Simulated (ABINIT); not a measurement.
The system is Ag.

```
CELL_PARAMETERS angstrom
0.00000 2.04275 2.04275
2.04275 0.00000 2.04275
2.04275 2.04275 0.00000
ATOMIC_POSITIONS crystal
Ag 0.00000 0.00000 0.00000
```

Base run:

```yaml
Program: ABINIT 10.8.3 (patched build)
Functional: RPBE
Potentials_or_basis: JTH PAW PBE v2.0
Cutoff: 544 eV
k_mesh: 11 × 11 × 11
Occupations: fermi-dirac, width 0.05 eV
Spin: no spin polarisation
```

Its results: band gap on the k mesh none (metal or under the smearing width); pressure 8.7 GPa.

Problem. The run is repeated on the same cell with these changes: functional from RPBE to PBE. What comes out?

Solution. Band gap on the k mesh none (metal or under the smearing width); pressure 4.5 GPa.

PBE binds more tightly than RPBE, so the same cell stands under less pressure.

Caveats: the PAW data sets were made with another functional, which shifts forces and pressure a little (some runs).
